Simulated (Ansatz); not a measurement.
# HfS2: the cost of one run

Computed with Ansatz 0.2.0 (DFT LDA, scalar-relativistic, plane waves, PAW, and further levels as typed in the inputs, unless a step's input says otherwise).

### Step 1. The structure to begin with

Symmetry: P-3m1, No. 164, trigonal system. Conventional cell: a = 3.640 Å, b = 3.640 Å, c = 6.056 Å, α = 90.00°, β = 90.00°, γ = 120.00°. Hf (site symmetry -3m) is surrounded by 6 S at 2.54 Å. S (site symmetry 3m) is surrounded by 3 Hf at 2.54 Å.

Coordinates:

```
Hf S
1.0
     3.63966    0.00000    0.00000
    -1.81983    3.15204    0.00000
     0.00000    0.00000    6.05556
Hf S
1 2
Direct
  0.00000 0.00000 0.00000
  0.66667 0.33333 0.76395
  0.33333 0.66667 0.23605
```

The structure rests on an entry of the Materials Project (structure only); cell or positions may have been set otherwise for this series.

### Step 2. Relaxing cell and atoms: HfS2, no spin

File input.yaml:

```yaml
crystal:
  lattice:
    - [3.63966418, 0.0, 0.0]
    - [-1.81983209, 3.1520416411, 0.0]
    - [0.0, 0.0, 6.05556247]
  atoms:
    - { symbol: Hf, position: [0.0, 0.0, 0.0] }
    - { symbol: S, position: [0.6666666667, 0.3333333333, 0.76395205] }
    - { symbol: S, position: [0.3333333333, 0.6666666667, 0.23604795] }
scf:
  occupations: { method: fixed }
output:
  forces: true
  stress: true
  eigenvalues: true
  write_density: true
  write_potential: true
  elf: true
  volumetric_format: npy
kpoints:
  mp_grid: { grid: [12, 12, 8] }
hamiltonian:
  xc: lda
relax:
  f_tol: 0.002
  max_steps: 60
  cell: { stress_tol: 0.02, p_target: 0 }
```

On the command line:

```sh
ansatz run input.yaml --threads 4 --pin off --max-ram 12288MiB --backend cpu --events-out ev --progress --plain --runs-dir out
```

Q: Estimate wall time and peak memory on 4 threads of Intel Xeon Platinum 8488C (Sapphire Rapids), shared host.

About 21 s, with a peak of 0.53 GiB.
